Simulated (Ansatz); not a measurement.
# CdIn2O4: 115In NMR of the central transition

Cell: a Materials Project structure (computed, not necessarily an observed phase) whose atoms were relaxed with PBE, the cell held.

Space group Fd-3m:1 (No. 227); a = 9.2220 Å.

```
site  Wyckoff  site symmetry       x       y       z
  Cd       8a           -43m  0.7500  0.7500  0.2500
  In      16d           .-3m  0.1250  0.3750  0.8750
   O      32e            .3m  0.3624  0.3624  0.8624
```

One atom of each set is listed; the run and its k-mesh use a cell of 14 atoms with edges of 6.52, 6.52, 6.52 Å.

All values are calculated (Ansatz; DFT, PBE, plane waves and PAW, scalar-relativistic, 420 eV cutoff, Γ-centred 5×5×5 k-points, Fermi–Dirac smearing 0.02 eV), not measured.

115In has I = 9/2 and Q = 772.0 mb (Pyykkö 2018); at 16.4 T its Larmor frequency is ν₀ = 153.9 MHz (from the bare nuclear moment; shielding lowers the observed one by a per cent or two). Only the quadrupole interaction is simulated: positions count from each site's isotropic chemical shift, and shift anisotropy, dipolar and J coupling are left out.

(1) What does the 115In spectrum (static powder) show for each site?

## Answers

(1) 

```
site    first shell  C_Q (MHz)     η  P_Q (MHz)  δ_QIS (ppm)  breadth (kHz)
  In  6 O at 2.20 Å      -89.2  0.00       89.2         -466            374
```

δ_QIS = −(ν_Q²/30ν₀²)[I(I+1) − 3/4](1 + η²/3) × 10⁶ ppm with ν_Q = 3|C_Q|/[2I(2I−1)]; it falls as 1/B₀² in ppm, and the breadth as 1/B₀ in kHz.

An axis of threefold or higher order runs through In, so V_zz lies along it and η is zero.

Without spin–orbit coupling (the program notes it for In) the gradients can shift somewhat, as the gap is small.
